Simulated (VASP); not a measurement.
Wanted: the native input for a VASP 6.6.1 run.

| Property | Result |
| --- | --- |
| Task | single point |
| Functional | r2SCAN |
| Potentials or basis | VASP PAW PBE potentials, release 64 (Ga_d, Sb) |
| Cutoff | 520 eV |
| k mesh | 8 × 8 × 8 |
| Occupations | gaussian, width 0.1 eV |
| Spin | no spin polarisation |
| Further INCAR settings | ALGO = Normal; EDIFF = 1e-06 |

The structure of Ga3Sb lies in POSCAR:

```
Ga3Sb                                   
1.0
    0.0000000000      3.5211215672      3.5211215672
    3.5211215672      0.0000000000      3.5211215672
    3.5211215672      3.5211215672      0.0000000000
  Ga              Sb            
     3     1
Direct
     0.2500000000000000    0.2500000000000000    0.2500000000000000
     0.7500000000000000    0.7500000000000000    0.7500000000000000
     0.5000000000000000    0.5000000000000000    0.5000000000000000
     0.0000000000000000    0.0000000000000000    0.0000000000000000
```

The cell was built by a generator and needn't be a form met in nature.

One way to write it, as run:

INCAR

```
SYSTEM = Ga3Sb
PREC = Accurate ; ENCUT = 520
EDIFF = 1E-6 ; ISMEAR = 0
SIGMA = 0.1 ; LREAL = .FALSE.
LASPH = .TRUE. ; NELM = 150
ALGO = Normal ; ISIF = 2
LWAVE = .FALSE. ; LCHARG = .FALSE.
METAGGA = R2SCAN ; LMIXTAU = .TRUE.
KPAR = 2
```

KPOINTS

```
regular mesh
0
G
  8 8 8
  0 0 0
```

Potentials or basis: VASP PAW PBE potentials, release 64 (Ga_d, Sb).

Run with:

```console
$ cat potpaw_PBE.64/Ga_d/POTCAR potpaw_PBE.64/Sb/POTCAR > POTCAR
$ mpirun -np 2 vasp_std > vasp.out
```

Results of the run:

| Quantity | Value |
| --- | --- |
| Pressure | -1.7 GPa |
| Band gap on the k mesh | none (metal or under the smearing width) |

Caveat: the PAW data sets were made with another functional, which shifts forces and pressure a little.

It took 2.2 min on 2 MPI ranks on Intel(R) Xeon(R) Platinum 8559C (Emerald Rapids), with other jobs on the host, peak memory 0.27 GiB a rank.
